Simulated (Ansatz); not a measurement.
**Σ11 (332) boundary in bcc Mo with Ta (substitutional): structure and resistance**

Aim: the relaxed structure and the specific resistance of the Σ11 (332) boundary in bcc Mo with Ta (substitutional).

Method: Ansatz plane-wave DFT, PBE, PAW files; relaxation of a bicrystal slab with its lowest layers held; PAW set soft_1, in the first sound run; inputs show where later runs differ, in Ansatz 0.2.0.

## (1) Starting point

The cell holds 28 atoms: 27 Mo and 1 Ta. Cell: a = 4.451 Å, b = 5.219 Å, c = 29.786 Å, α = 90.0°, β = 90.0°, γ = 90.0°. It derives from Mo. built on the (3 3 2) plane; 2 overlapping atoms removed and the grains opened by 0 Å. Vacuum lies along c.

## (2) Relaxing the bicrystal

The boundary is built by mirroring the lower grain in the boundary plane and removing any atoms that overlap; then the Ta is put in at the boundary. A thin bicrystal slab is relaxed first, with the lowest layers held and the upper grain free to shift and open.

The input, input.yaml:

```yaml
crystal:
  lattice:
    - [4.4505300808, 0.0, 0.0]
    - [0.0, 5.2187091076, 0.0]
    - [0.0, 0.0, 29.7863943232]
  atoms:
    - { symbol: Mo, position: [0.0, 0.2727272728, 0.167861875] }
    - { symbol: Mo, position: [0.5, 1.0e-10, 0.1903870134] }
    - { symbol: Mo, position: [0.0, 0.7272727273, 0.2129121518] }
    - { symbol: Mo, position: [0.5, 0.4545454546, 0.2354372902] }
    - { symbol: Mo, position: [0.0, 0.1818181819, 0.2579624286] }
    - { symbol: Mo, position: [0.5, 0.9090909091, 0.280487567] }
    - { symbol: Mo, position: [0.0, 0.6363636364, 0.3030127053] }
    - { symbol: Mo, position: [0.5, 0.3636363637, 0.3255378437] }
    - { symbol: Mo, position: [0.0, 0.0909090909, 0.3480629821] }
    - { symbol: Mo, position: [0.5, 0.8181818182, 0.3705881205] }
    - { symbol: Mo, position: [0.0, 0.5454545455, 0.3931132589] }
    - { symbol: Mo, position: [0.5, 0.2727272727, 0.4156383973] }
    - { symbol: Ta, position: [0.0, 0.0, 0.4381635357] }
    - { symbol: Mo, position: [0.0, 0.5454545455, 0.4832138125] }
    - { symbol: Mo, position: [0.5, 0.8181818182, 0.5057389509] }
    - { symbol: Mo, position: [0.0, 0.0909090909, 0.5282640893] }
    - { symbol: Mo, position: [0.5, 0.3636363637, 0.5507892277] }
    - { symbol: Mo, position: [0.0, 0.6363636364, 0.5733143661] }
    - { symbol: Mo, position: [0.5, 0.9090909091, 0.5958395045] }
    - { symbol: Mo, position: [0.0, 0.1818181819, 0.6183646429] }
    - { symbol: Mo, position: [0.5, 0.4545454546, 0.6408897813] }
    - { symbol: Mo, position: [0.0, 0.7272727273, 0.6634149197] }
    - { symbol: Mo, position: [0.5, 1.0e-10, 0.6859400581] }
    - { symbol: Mo, position: [0.0, 0.2727272728, 0.7084651964] }
    - { symbol: Mo, position: [0.5, 0.5454545455, 0.7309903348] }
    - { symbol: Mo, position: [0.0, 0.8181818183, 0.7535154732] }
    - { symbol: Mo, position: [0.5, 0.090909091, 0.7760406116] }
    - { symbol: Mo, position: [0.0, 0.3636363637, 0.79856575] }
kpoints:
  mp_grid: { grid: [5, 5, 1] }
hamiltonian:
  xc: pbe
  pseudopotentials: { kind: paw, azcp: { folder: soft_1 } }
scf:
  occupations: { method: fermi_dirac, width: 0.1 }
relax:
  f_tol: 0.03
  max_steps: 80
  constraints: [{ sites: [0, 1, 2, 3, 4] }]
```

Command:

```sh
$ ansatz run input.yaml --threads 4 --pin off --max-ram 15360MiB --backend cpu --events-out ev --progress --plain --runs-dir out
```

Numbers of over 12 decimals in the logs are rounded to 6 here.

Output:

```text
Engine: ansatz 0.2.0, aarch64-unknown-linux-gnu
Pseudopotentials: kind: paw
Pseudopotential: Mo, paw, valence charge 14, recommended cutoff 420 eV (normal), soft_1/Mo.paw.azcp
Pseudopotential: Ta, paw, valence charge 13, recommended cutoff 420 eV (normal), soft_1/Ta.paw.azcp
Functional definition: PBE
  parameter kappa = 0.804
  parameter beta = 0.066725
  exchange = pbe_x(kappa = kappa, mu = beta*pi^2/3)
  correlation = pbe_c(beta = beta)
Crystal: 28 atoms, lattice volume = 691.819 Å³
Basis set: ecut = 420 eV, 13541 PW (Γ), exchange–correlation on 60×72×400 points (8 copies of the dense FFT grid, shifted against one another)
Bands: 235, of which v1, the nominal top of the filled ones, is band 196 counted from 1 (195 counted from 0)
Symmetry: 2 space group operations
Space group: Pm (ITA 6), of the structure as read, at distance tolerance 8.8e-5 Å
k-points: 9 of 25 (time reversal used)
Non-local potential: Mo, projectors of the file, l = 0: 3, l = 1: 2, l = 2: 2, l = 3: 1
Non-local potential: Ta, projectors of the file, l = 0: 3, l = 1: 2, l = 2: 2, l = 3: 1
PAW form: soft (Blöchl's): semilocal exchange-correlation on the pseudo side does not see the compensation charge
PAW one-centre angular grid: Mo, 590 points (default); XC on 64 Gauss nodes
PAW one-centre angular grid: Ta, 590 points (default); XC on 64 Gauss nodes
Initial density: superposition of atomic densities (neutral atoms: chi_scale 0, normalization atom)
Initial wavefunctions: pseudopotential atomic-orbital guess
Functional: x = pbe(κ = 0.804, μ = 0.219515), c = pbe(β = 0.066725)
SCF iter   1: F=—  HF=-143757.478520 eV  |F-HF|=—  |Δ(HF+E_count)|=         —  Δρ=8.83e-2  dr2=3.41e2  ethr=3.10e-3  ⟨swp⟩=8.0  Hψ=9430  notcnv=0
preconditioner: auto → LDOS  [metal: Δε(μ)=0.036 eV  Ē_g=4.378 eV  σ=0.100 eV  W_gap=0.09  n_scr=172 (ndim 8)  ℏωp=18.2 eV  f_vac=0.289  D(μ)=19.18/eV (n_scr^D=132)  β→1.0]
SCF iter   2: F=—  HF=-143749.673034 eV  |F-HF|=—  |Δ(HF+E_count)|=    7.81e0  Δρ=7.41e-2  dr2=3.96e2  ethr=3.10e-3  ⟨swp⟩=7.7  Hψ=6900  notcnv=0  defer=2
SCF iter   3: F=—  HF=-143734.780722 eV  |F-HF|=—  |Δ(HF+E_count)|=    1.49e1  Δρ=1.32e-2  dr2=7.26e0  ethr=3.10e-3  ⟨swp⟩=7.0  Hψ=6458  notcnv=0  defer=1
SCF iter   4: F=—  HF=-143734.483599 eV  |F-HF|=—  |Δ(HF+E_count)|=   2.97e-1  Δρ=3.90e-3  dr2=1.91e-1  ethr=1.86e-3  ⟨swp⟩=2.6  Hψ=2949  notcnv=0
SCF iter   5: F=—  HF=-143734.442598 eV  |F-HF|=—  |Δ(HF+E_count)|=   4.10e-2  Δρ=1.20e-3  dr2=7.00e-2  ethr=4.89e-5  ⟨swp⟩=4.2  Hψ=4933  notcnv=0  defer=1
SCF iter   6: F=—  HF=-143734.443733 eV  |F-HF|=—  |Δ(HF+E_count)|=   1.13e-3  Δρ=6.01e-4  dr2=1.22e-2  ethr=1.79e-5  ⟨swp⟩=1.3  Hψ=2274  notcnv=0
SCF iter   7: F=—  HF=-143734.443074 eV  |F-HF|=—  |Δ(HF+E_count)|=   6.59e-4  Δρ=1.22e-4  dr2=3.98e-4  ethr=3.11e-6  ⟨swp⟩=2.0  Hψ=2705  notcnv=0
SCF iter   8: F=—  HF=-143734.443120 eV  |F-HF|=—  |Δ(HF+E_count)|=   4.61e-5  Δρ=5.93e-5  dr2=1.07e-4  ethr=1.02e-7  ⟨swp⟩=3.1  Hψ=3838  notcnv=0
SCF iter   9: F=-143734.443115 eV  HF=-143734.443118 eV  |F-HF|=2.85e-6  |Δ(HF+E_count)|=   2.50e-6  Δρ=1.83e-5  dr2=8.36e-6  ethr=5.75e-9  ⟨swp⟩=3.3  Hψ=7890  notcnv=0
SCF 1 converged in 9 iterations: F = -143734.443115 eV  dr2 = 8.36e-6
  greatest PAW one-centre occupation: 0.999 electrons in one spin orbital (limit 2), on the Ta atom at site 12 (counted from 0), in its partial waves of l = 0
relax step   1: F+E_penalty+E_count = -143734.44311476 eV  Δ(F+E_penalty+E_count) = +0.000e0 eV  max|allowed force component| = 1.931e0 eV/Å  Δτ_max = 0.0000 Å  (9 SCF iters, dr2 threshold 2.25e-5 eV, accepted)
Initial density: handed on by an earlier stage of this run
Initial wavefunctions: those handed on with the density
iter 1 solved again at ethr=6.15e-4 eV; its pass at ethr=3.10e-3 eV (dr2=2.40e0 eV) is discarded
SCF iter   1: F=—  HF=-143735.184604 eV  |F-HF|=—  |Δ(HF+E_count)|=         —  Δρ=1.07e-2  dr2=2.59e0  ethr=6.15e-4  ⟨swp⟩=1.8  Hψ=7033  notcnv=0
eigensolver tolerance schedule calibrated: the retry pair's looser diagonalisation under-reported the residual by θ = 0.07 (0.10/decade); ethr = c·dr2/N_el runs at the constant in force after the calibration composes with the one it found (an armed cap, an earlier calibration), c = 9.5e-2
preconditioner: auto → LDOS  [metal: Δε(μ)=0.006 eV  Ē_g=3.853 eV  σ=0.100 eV  W_gap=0.01  n_scr=172 (ndim 8)  ℏωp=18.2 eV  f_vac=0.296  D(μ)=23.68/eV (n_scr^D=172)  β→1.0]
SCF iter   2: F=—  HF=-143735.107351 eV  |F-HF|=—  |Δ(HF+E_count)|=   7.73e-2  Δρ=4.28e-3  dr2=3.34e-1  ethr=6.15e-4  ⟨swp⟩=4.4  Hψ=3807  notcnv=0  defer=2
SCF iter   3: F=—  HF=-143735.072656 eV  |F-HF|=—  |Δ(HF+E_count)|=   3.47e-2  Δρ=1.96e-3  dr2=7.40e-2  ethr=8.11e-5  ⟨swp⟩=3.0  Hψ=4367  notcnv=0
SCF iter   4: F=—  HF=-143735.061961 eV  |F-HF|=—  |Δ(HF+E_count)|=   1.07e-2  Δρ=3.64e-4  dr2=1.85e-3  ethr=1.80e-5  ⟨swp⟩=2.6  Hψ=3065  notcnv=0
SCF iter   5: F=—  HF=-143735.061789 eV  |F-HF|=—  |Δ(HF+E_count)|=   1.71e-4  Δρ=1.20e-4  dr2=2.41e-4  ethr=4.51e-7  ⟨swp⟩=3.0  Hψ=4037  notcnv=0
SCF iter   6: F=-143735.061823 eV  HF=-143735.061836 eV  |F-HF|=1.30e-5  |Δ(HF+E_count)|=   4.63e-5  Δρ=4.04e-5  dr2=3.34e-5  ethr=2.43e-8  ⟨swp⟩=3.0  Hψ=8176  notcnv=0
SCF 2 converged in 6 iterations: F = -143735.061823 eV  dr2 = 3.34e-5
relax step   2: F+E_penalty+E_count = -143735.06182270 eV  Δ(F+E_penalty+E_count) = -6.187e-1 eV  max|allowed force component| = 3.835e-1 eV/Å  Δτ_max = 0.1949 Å  (6 SCF iters, dr2 threshold 1.00e-4 eV, accepted)
SCF iter   1: F=—  HF=-143735.749465 eV  |F-HF|=—  |Δ(HF+E_count)|=         —  Δρ=2.07e-2  dr2=1.85e1  ethr=3.10e-3  ⟨swp⟩=5.9  Hψ=5407  notcnv=0
preconditioner: auto → LDOS  [metal: Δε(μ)=0.052 eV  Ē_g=3.889 eV  σ=0.100 eV  W_gap=0.13  n_scr=172 (ndim 8)  ℏωp=18.2 eV  f_vac=0.302  D(μ)=22.78/eV (n_scr^D=168)  β→1.0]
SCF iter   2: F=—  HF=-143735.365461 eV  |F-HF|=—  |Δ(HF+E_count)|=   3.84e-1  Δρ=7.35e-3  dr2=8.06e-1  ethr=3.10e-3  ⟨swp⟩=2.0  Hψ=2670  notcnv=0
SCF iter   3: F=—  HF=-143735.274014 eV  |F-HF|=—  |Δ(HF+E_count)|=   9.14e-2  Δρ=3.97e-3  dr2=2.31e-1  ethr=2.06e-4  ⟨swp⟩=3.4  Hψ=4119  notcnv=0
SCF iter   4: F=—  HF=-143735.237823 eV  |F-HF|=—  |Δ(HF+E_count)|=   3.62e-2  Δρ=5.14e-4  dr2=2.99e-3  ethr=5.92e-5  ⟨swp⟩=2.4  Hψ=3866  notcnv=0
SCF iter   5: F=—  HF=-143735.236196 eV  |F-HF|=—  |Δ(HF+E_count)|=   1.63e-3  Δρ=1.68e-4  dr2=3.62e-4  ethr=7.64e-7  ⟨swp⟩=3.0  Hψ=4508  notcnv=0
SCF iter   6: F=—  HF=-143735.236265 eV  |F-HF|=—  |Δ(HF+E_count)|=   6.92e-5  Δρ=8.03e-5  dr2=7.52e-5  ethr=9.27e-8  ⟨swp⟩=2.0  Hψ=2837  notcnv=0
SCF iter   7: F=-143735.236270 eV  HF=-143735.236274 eV  |F-HF|=3.82e-6  |Δ(HF+E_count)|=   8.43e-6  Δρ=2.39e-5  dr2=8.81e-6  ethr=2.35e-9  ⟨swp⟩=3.2  Hψ=8454  notcnv=0
SCF 3 converged in 7 iterations: F = -143735.236270 eV  dr2 = 8.81e-6
relax step   3: F+E_penalty+E_count = -143735.23626993 eV  Δ(F+E_penalty+E_count) = -1.744e-1 eV  max|allowed force component| = 1.988e-1 eV/Å  Δτ_max = 0.1946 Å  (7 SCF iters, dr2 threshold 9.19e-6 eV, accepted)
[...]
relax step   4: F+E_penalty+E_count = -143735.27882229 eV  Δ(F+E_penalty+E_count) = -4.255e-2 eV  max|allowed force component| = 1.797e-1 eV/Å  Δτ_max = 0.1449 Å  (8 SCF iters, dr2 threshold 2.47e-6 eV, accepted)
[...]
relax step   5: F+E_penalty+E_count = -143735.29456042 eV  Δ(F+E_penalty+E_count) = -1.574e-2 eV  max|allowed force component| = 1.010e-1 eV/Å  Δτ_max = 0.0707 Å  (6 SCF iters, dr2 threshold 8.68e-6 eV, accepted)
[...]
relax step   6: F+E_penalty+E_count = -143735.31584898 eV  Δ(F+E_penalty+E_count) = -2.129e-2 eV  max|allowed force component| = 1.625e-1 eV/Å  Δτ_max = 0.1804 Å  (8 SCF iters, dr2 threshold 3.22e-6 eV, accepted)
[...]
relax step   7: F+E_penalty+E_count = -143735.32187925 eV  Δ(F+E_penalty+E_count) = -6.030e-3 eV  max|allowed force component| = 9.128e-2 eV/Å  Δτ_max = 0.0686 Å  (6 SCF iters, dr2 threshold 8.34e-6 eV, accepted)
[...]
relax step   8: F+E_penalty+E_count = -143735.32368174 eV  Δ(F+E_penalty+E_count) = -1.802e-3 eV  max|allowed force component| = 4.288e-2 eV/Å  Δτ_max = 0.0190 Å  (5 SCF iters, dr2 threshold 2.63e-6 eV, accepted)
[...]
relax step   9: F+E_penalty+E_count = -143735.32407848 eV  Δ(F+E_penalty+E_count) = -3.967e-4 eV  max|allowed force component| = 4.218e-2 eV/Å  Δτ_max = 0.0081 Å  (6 SCF iters, accepted)
SCF iter   1: F=—  HF=-143735.324518 eV  |F-HF|=—  |Δ(HF+E_count)|=         —  Δρ=3.52e-4  dr2=2.06e-3  ethr=9.62e-6  ⟨swp⟩=2.3  Hψ=3098  notcnv=0
preconditioner: auto → LDOS  [metal: Δε(μ)=0.021 eV  Ē_g=3.888 eV  σ=0.100 eV  W_gap=0.05  n_scr=172 (ndim 8)  ℏωp=18.2 eV  f_vac=0.305  D(μ)=22.66/eV (n_scr^D=168)  β→1.0]
SCF iter   2: F=—  HF=-143735.324453 eV  |F-HF|=—  |Δ(HF+E_count)|=   6.50e-5  Δρ=1.21e-4  dr2=1.65e-4  ethr=5.26e-7  ⟨swp⟩=2.3  Hψ=3674  notcnv=0
SCF iter   3: F=—  HF=-143735.324419 eV  |F-HF|=—  |Δ(HF+E_count)|=   3.44e-5  Δρ=5.47e-5  dr2=3.32e-5  ethr=4.22e-8  ⟨swp⟩=2.7  Hψ=3696  notcnv=0
SCF iter   4: F=—  HF=-143735.324179 eV  |F-HF|=—  |Δ(HF+E_count)|=   2.40e-4  Δρ=1.12e-5  dr2=9.50e-7  ethr=8.49e-9  ⟨swp⟩=2.8  Hψ=4005  notcnv=0
SCF iter   5: F=-143735.324179 eV  HF=-143735.324179 eV  |F-HF|=2.87e-8  |Δ(HF+E_count)|=   3.85e-7  Δρ=2.66e-6  dr2=7.71e-8  ethr=2.56e-11  ⟨swp⟩=5.1  Hψ=8107  notcnv=0
SCF 10 converged in 5 iterations: F = -143735.324179 eV  dr2 = 7.71e-8
relax step  10: F+E_penalty+E_count = -143735.32417858 eV  Δ(F+E_penalty+E_count) = -1.001e-4 eV  max|allowed force component| = 1.540e-2 eV/Å  Δτ_max = 0.0053 Å  (5 SCF iters, accepted)
SCF converged after 5 iterations
Free energy (F): -143735.324179 eV
Harris-Foulkes:  -143735.324179 eV  (|F-HF|=2.87e-8)
Internal energy: -143734.572583 eV  (E = F + TS)
E sigma→0 (E₀):  -143734.948381 eV
Entropy (-TS):   -0.751596 eV (-26.843 meV/atom)
Fermi energy:    11.933102 eV
--- Per-component energies (eV) ---
  E_band       = -5076.413631
  E_kinetic    = 11776.523252
  E_local      = -380079.915323  (includes V_loc(G=0)·N_el)
  E_nonlocal   = 4004.448771
  E_hartree    = 184896.181346
  E_xc         = -5066.135738
  E_vxc        = -6147.620149  (∫ρ·V_xc dr)
  E_paw        = -95027.492158  (= ΣΔE_a)
  E_vpaw       = -4422.234900  (= ΣTr[D̂ρ^β])
  E_aug_tail   = 0.001411  (compensation charges beyond the density's cutoff)
  E_ewald      = 135761.815857
  E_smearing   = -0.751596  (= −TS)
  E_closure    = 0.000000  (closes the sum)
  Σ components = -143735.324179   (vs F -143735.324179, Δ=0.00e0)
--- Forces (eV/Å), atoms counted from 1 ---
  atom   1  Mo     0.00000000    -0.47383919     1.96717818
  atom   2  Mo     0.00000000     0.85609413     0.51476264
  atom   3  Mo     0.00000000    -0.48925383    -0.30679096
  atom   4  Mo     0.00000000     0.00742857    -1.21848359
  atom   5  Mo     0.00000000     0.10284667    -0.95660105
  atom   6  Mo     0.00000000    -0.00196431     0.00049193
  atom   7  Mo     0.00000000    -0.00042040    -0.00162571
  atom   8  Mo     0.00000000     0.00141442     0.00048284
  atom   9  Mo     0.00000000     0.00100171    -0.00036027
  atom  10  Mo     0.00000000    -0.00125509    -0.00315008
  atom  11  Mo     0.00000000     0.00233877     0.00626141
  atom  12  Mo     0.00000000    -0.00002590    -0.01539749
  atom  13  Ta     0.00000000    -0.00312149     0.00174667
  atom  14  Mo     0.00000000    -0.00357704     0.01258353
  atom  15  Mo     0.00000000    -0.00231584    -0.00029238
  atom  16  Mo     0.00000000     0.00554361    -0.00391674
  atom  17  Mo     0.00000000    -0.00109964     0.00076176
  atom  18  Mo     0.00000000     0.00217669    -0.00019975
  atom  19  Mo     0.00000000    -0.00270300    -0.00018517
  atom  20  Mo     0.00000000     0.00090757     0.00076585
  atom  21  Mo     0.00000000     0.00098604     0.00005404
  atom  22  Mo     0.00000000     0.00037316     0.00089569
  atom  23  Mo     0.00000000    -0.00086484     0.00123726
  atom  24  Mo     0.00000000    -0.00114720    -0.00113412
  atom  25  Mo     0.00000000     0.00221359     0.00218535
  atom  26  Mo     0.00000000    -0.00206665    -0.00080062
  atom  27  Mo     0.00000000     0.00161821     0.00099535
  atom  28  Mo     0.00000000    -0.00139269    -0.00138642
  max |Σ_I F_I| component: 1.04e-4 eV/Å
--- Relaxed structure (10 steps of the walk, 10 accepted, 0 SCFs on fresh bases) ---
  F+E_penalty+E_count = -143735.32417858 eV   max|allowed force component| = 1.540e-2 eV/Å
  atoms:
    - { symbol: Mo, position: [0.0, 0.2727272728, 0.167862] }
    - { symbol: Mo, position: [0.5, 1.0000000000000002e-10, 0.1903870134] }
    - { symbol: Mo, position: [0.0, 0.7272727273, 0.212912] }
    - { symbol: Mo, position: [0.5, 0.454545, 0.235437] }
    - { symbol: Mo, position: [0.0, 0.181818, 0.257962] }
    - { symbol: Mo, position: [0.5, 0.912535, 0.278894] }
    - { symbol: Mo, position: [0.0, 0.636575, 0.302160] }
    - { symbol: Mo, position: [0.5, 0.365480, 0.325750] }
    - { symbol: Mo, position: [0.0, 0.092530, 0.347955] }
    - { symbol: Mo, position: [0.5, 0.822439, 0.371273] }
    - { symbol: Mo, position: [0.0, 0.540094, 0.392154] }
    - { symbol: Mo, position: [0.5, 0.282555, 0.419712] }
    - { symbol: Ta, position: [0.0, -0.012714, 0.435542] }
    - { symbol: Mo, position: [0.0, 0.470882, 0.478650] }
    - { symbol: Mo, position: [0.5, 0.733988, 0.490669] }
    - { symbol: Mo, position: [0.0, 0.00738255, 0.523598] }
    - { symbol: Mo, position: [0.5, 0.283620, 0.539727] }
    - { symbol: Mo, position: [0.0, 0.555224, 0.564698] }
    - { symbol: Mo, position: [0.5, 0.826731, 0.586636] }
    - { symbol: Mo, position: [0.0, 0.102883, 0.609364] }
    - { symbol: Mo, position: [0.5, 0.374487, 0.632630] }
    - { symbol: Mo, position: [0.0, 0.645050, 0.655812] }
    - { symbol: Mo, position: [0.5, -0.077016, 0.678328] }
    - { symbol: Mo, position: [0.0, 0.190344, 0.701215] }
    - { symbol: Mo, position: [0.5, 0.469928, 0.725779] }
    - { symbol: Mo, position: [0.0, 0.728391, 0.744872] }
    - { symbol: Mo, position: [0.5, 0.014747, 0.764157] }
    - { symbol: Mo, position: [0.0, 0.269758, 0.783431] }
```

The job ended after 8.9 min (4 threads of Arm Neoverse V1, shared host; peak memory 3.4 GiB; 35 min of CPU time).

The steps of the relaxation:

| step | energy less that of the first step (eV) | largest force component (eV/Å) |
| --- | --- | --- |
| 1 | 0.0000 | 1.9307 |
| 2 | -0.6187 | 0.3835 |
| 3 | -0.7932 | 0.1988 |
| 4 | -0.8357 | 0.1797 |
| 5 | -0.8514 | 0.1010 |
| 6 | -0.8727 | 0.1625 |
| 7 | -0.8788 | 0.0913 |
| 8 | -0.8806 | 0.0429 |
| 9 | -0.8810 | 0.0422 |
| 10 | -0.8811 | 0.0154 |

The run keeps the 2 symmetry operations that it works with, so distortions that break them were not tested.

The atoms that moved most (Å):

| atom | dx | dy | dz | length |
| --- | --- | --- | --- | --- |
| Mo28 | 0.000 | -0.490 | -0.451 | 0.666 |
| Mo15 | 0.000 | -0.439 | -0.449 | 0.628 |
| Mo26 | 0.000 | -0.469 | -0.257 | 0.535 |
| Mo27 | 0.000 | -0.397 | -0.354 | 0.532 |
| Mo17 | 0.000 | -0.418 | -0.329 | 0.532 |
| Mo19 | 0.000 | -0.430 | -0.274 | 0.510 |
| Mo18 | 0.000 | -0.423 | -0.257 | 0.495 |
| Mo20 | 0.000 | -0.412 | -0.268 | 0.491 |

This step gave:

```yaml
free_energy: -143735.3242 eV
energy_at_zero_smearing: -143734.9484 eV
fermi_energy: 11.93 eV
```

The largest force component on a free atom ends at 0.015 eV/Å, under the tolerance of 0.03, after 10 steps.

(Continued in part 2 of 2.)

[Logs are printed without paths, hosts, clocks, repeated set-up lines and the standing remarks that a program may print on its own settings, such as how far it seeks lower states.]

[Hosts, paths, dates, database ids (printed as entryN), source tags and the programs' standing remarks are cut or masked in the printed files.]
